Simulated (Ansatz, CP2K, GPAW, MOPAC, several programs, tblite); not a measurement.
## PbS (P6_3mc) from semi-empirical methods to plane-wave DFT

PbS (P6_3mc) from a database structure, relaxed with r2SCAN+rVV10 in Ansatz, was computed with several methods. The symmetry is P6_3mc (No. 186, hexagonal); conventional cell a = 4.086 Å, c = 7.469 Å, 27.00 Å³ an atom. Pb is surrounded by 6 S at 2.85–3.19 Å; S is surrounded by 6 Pb at 2.85–3.19 Å. Calculated for a static, non-magnetic cell.

```cif
data_structure
_symmetry_space_group_name_H-M 'P6_3mc'
_symmetry_Int_Tables_number 186
_cell_length_a 4.0859
_cell_length_b 4.0859
_cell_length_c 7.4692
_cell_angle_alpha 90.000
_cell_angle_beta 90.000
_cell_angle_gamma 120.000
_cell_volume 107.99
loop_
_atom_site_label
_atom_site_type_symbol
_atom_site_symmetry_multiplicity
_atom_site_Wyckoff_symbol
_atom_site_fract_x
_atom_site_fract_y
_atom_site_fract_z
_atom_site_occupancy
Pb1 Pb 2 a 0.00000 0.00000 0.98292 1
S1 S 2 b 0.33333 0.66667 0.19628 1
```

Gaps and times are for a single point on this cell; volume and bulk modulus come from each method's own relaxation or energy curve at fixed shape, which is too stiff where a cell has free coordinates or axes. Times are rough, from shared hosts (Arm Neoverse V1), and each method has its own mesh and cell size. A double dagger marks a value from a curve with shape and coordinates held. PM6 (MOPAC), PM7 (MOPAC), GFN1-xTB (tblite), GFN2-xTB (tblite) treat a cluster of cells at its zone centre, which samples few k points: where these miss a band edge, the gap comes out too large for that reason alone. Gaps from k meshes are read at a limited set of points (mesh, symmetry points, PBE's band edges), so each method's own least gap may be somewhat smaller. xTB and the PM methods were fitted mostly to molecules, and can miss a solid's gap by electronvolts. Minimal bases can be far off for gaps. Curves at held shape can't give the bulk modulus of a layered or molecular crystal, so none is listed. GLLB-SC's gap includes the derivative discontinuity. d marks a direct gap, i an indirect one (no mark: not told apart), a dash a value that wasn't computed or didn't pass its checks.

```csv
method,kind,gap (eV),own volume (Å³/atom),bulk modulus (GPa),atoms computed,processor time
GFN1-xTB (tblite),tight binding,0.79,–,–,72,2.2 s
GFN2-xTB (tblite),tight binding,1.53,24.56‡,–,72,4.1 s
light PBE (260 eV and a coarse mesh),light plane-wave,0.41 i,–,–,4,4.6 s
PBE/SZV (CP2K),small basis,0.02 i,26.05‡,–,4,7.2 s
PBE/single zeta (GPAW),small basis,0.44 i,–,–,4,8.2 s
PM7 (MOPAC),semi-empirical,6.45,–,–,72,13 s
PBE/DZVP (CP2K),small basis,0.33 i,28.03‡,–,4,15 s
PM6 (MOPAC),semi-empirical,3.80,–,–,72,17 s
PBE,semilocal,0.39 i,–,–,4,36 s
GLLB-SC (GPAW),model potential,0.98,–,–,4,37 s
r2SCAN,semilocal,0.57 i,–,–,4,100 s
```

Against r2SCAN (0.57 eV) and with closed or daggered gaps left aside, the nearest gap at the points sampled is that of PBE/single zeta (GPAW) (-0.13 eV) and the farthest that of PM7 (MOPAC) (+5.88 eV). r2SCAN is only a yardstick of convenience: semilocal gaps usually lie below measured ones, which GLLB-SC and hybrids aim to mend.

Spin-orbit coupling is left out; in compounds of Pb, Bi, Tl or Hg it can lower a gap by up to about 1 eV, split its edges or invert the bands.
